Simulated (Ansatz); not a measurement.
Wires are cut from relaxed bulk LiCl (P6_3mc, not its usual structure, 20.98 Å³/atom, gap on the mesh 5.94 eV); atoms and period are relaxed, and energies count from that bulk.

Level of theory: DFT PBE, scalar-relativistic, plane waves, PAW in Ansatz 0.2.0.

Settings: cutoff 420 eV, Γ-centred mesh 1×1×5 on the computed 20-atom cell, Gaussian smearing of 0.05 eV; collinear spin from starting moments 0.3 0.3 0.3 0.3 0.3 0.3 0.3 0.3 0.3 0.3 0.3 0.3 0.3 0.3 0.3 0.3 0.3 0.3 0.3 0.3 μB.

Start ([001] wire, 20 host atoms a period):

```
Li Cl
1.0
    16.90000    0.00000    0.00000
     0.00000   16.10000    0.00000
     0.00000    0.00000    6.28934
Li Cl
10 10
Direct
  0.38386 0.28885 0.87779
  0.26773 0.50000 0.87779
  0.61614 0.28885 0.87779
  0.50000 0.50000 0.87779
  0.38386 0.71115 0.87779
  0.73227 0.50000 0.87779
  0.61614 0.71115 0.87779
  0.50000 0.35923 0.37779
  0.38386 0.57038 0.37779
  0.61614 0.57038 0.37779
  0.38386 0.28885 0.49721
  0.26773 0.50000 0.49721
  0.61614 0.28885 0.49721
  0.50000 0.50000 0.49721
  0.38386 0.71115 0.49721
  0.73227 0.50000 0.49721
  0.61614 0.71115 0.49721
  0.50000 0.35923 0.99721
  0.38386 0.57038 0.99721
  0.61614 0.57038 0.99721
```

Task: Give the relaxed structure and its energy.

Result: The free energy falls by 172 meV/atom. It ends far from its start (an atom moved by over half a bond, or the period changed much).

```
excess energy (eV per host atom)                      : 0.162
line energy (eV/Å)                                    : 0.716
period (Å)                                            : 4.515
gap on the mesh (eV)                                  : 4.94
highest filled level or Fermi level under vacuum (eV) : 6.80
size of the moment (μB per cell)                      : 0.00
```

Relaxed structure:
```yaml
crystal:
  lattice:
    - [16.90000, 0.00000, 0.00000]
    - [0.00000, 16.10000, 0.00000]
    - [0.00000, 0.00000, 4.51548]
  atoms:
    - { symbol: Li, position: [0.38604, 0.23884, 0.93753] }
    - { symbol: Li, position: [0.22718, 0.52726, 0.93747] }
    - { symbol: Li, position: [0.61396, 0.23884, 0.93753] }
    - { symbol: Li, position: [0.50000, 0.50024, 0.93772] }
    - { symbol: Li, position: [0.34123, 0.73422, 0.93747] }
    - { symbol: Li, position: [0.77282, 0.52726, 0.93747] }
    - { symbol: Li, position: [0.65877, 0.73422, 0.93747] }
    - { symbol: Li, position: [0.50000, 0.28873, 0.43736] }
    - { symbol: Li, position: [0.32543, 0.60563, 0.43752] }
    - { symbol: Li, position: [0.67457, 0.60563, 0.43752] }
    - { symbol: Cl, position: [0.37525, 0.21418, 0.43750] }
    - { symbol: Cl, position: [0.20172, 0.52923, 0.43746] }
    - { symbol: Cl, position: [0.62475, 0.21418, 0.43750] }
    - { symbol: Cl, position: [0.50000, 0.49995, 0.43771] }
    - { symbol: Cl, position: [0.32652, 0.75623, 0.43746] }
    - { symbol: Cl, position: [0.79828, 0.52923, 0.43746] }
    - { symbol: Cl, position: [0.67348, 0.75623, 0.43746] }
    - { symbol: Cl, position: [0.50000, 0.32690, 0.93737] }
    - { symbol: Cl, position: [0.35701, 0.58650, 0.93751] }
    - { symbol: Cl, position: [0.64299, 0.58650, 0.93751] }
```

An odd mesh misses points on the zone edge, so a gap read on it can be too wide.

Each run keeps its start's symmetry and one magnetic start, so lower states can exist.

It took 6.9 min on 4 threads of Intel(R) Xeon(R) Platinum 8559C (Emerald Rapids), with other jobs on the host, peak memory 3 GiB.